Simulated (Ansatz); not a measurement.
All numbers below come from DFT PBE, scalar-relativistic, plane waves, PAW in Ansatz. Settings: cutoff 420 eV, Γ-centred meshes spaced at most about 0.3 Å⁻¹, and about 0.25 Å⁻¹ or finer for metals (2π included), Gaussian smearing. No spin polarisation.

These are static total energies at zero pressure.

Question: Order these relaxed structures of Sn5H by energy, lowest first, with the energy over the lowest of them.
1.

```
Sn H
1.0
     0.00000    4.36587    4.36587
     4.36587    0.00000    4.36587
     4.36587    4.36587    0.00000
Sn H
5 1
Direct
  0.87456 0.87456 0.87456
  0.37633 0.87456 0.87456
  0.25000 0.25000 0.25000
  0.87456 0.37633 0.87456
  0.87456 0.87456 0.37633
  0.50000 0.50000 0.50000
```

2.

```
Sn H
1.0
     5.99367    0.00000    0.00000
    -2.99683    5.19067    0.00000
     0.00000    0.00000    5.66295
Sn H
5 1
Direct
  0.33333 0.66667 0.00000
  0.66667 0.33333 0.00000
  0.50000 0.00000 0.50000
  0.50000 0.50000 0.50000
  0.00000 0.50000 0.50000
  0.00000 0.00000 0.00000
```

Answer: 2 (0 meV/atom), 1 (17 meV/atom). Forms: cell 2 CaCu5 type, P6/mmm; cell 1 F-43m. Counting Sn atoms around H (those within 1.25 times the shortest such distance or 1.15 times the sum of covalent radii, 1.27 where that leaves under three; a plus sign parts nearer from farther groups; the shortest distance is added where it exceeds 1.18 times the sum of covalent radii): cell 2 has H 6+12 from 3.5 Å; cell 1 has H 16 from 3.6 Å. Both come from invented guesses. The lowest form computed isn't among them: it has Sn and H ordered on diamond sites, space group P-3m1 (No. 164), 33.4 Å³/atom and lies 0.45 eV/atom below the best shown. Even the lowest of the cells shown lies +0.52 eV/atom against the elements.

For metals, differences of a few meV/atom aren't resolved. H stands nearly free of neighbours here, and without spin polarisation the energy of such atoms comes out too high. With hydrogen, zero-point motion can shift such differences by 10 meV/atom or more. Cells relaxed within their symmetry can be saddle points. Some structure types and database cells were kept out of the candidates from the start, so a known form may be missing.
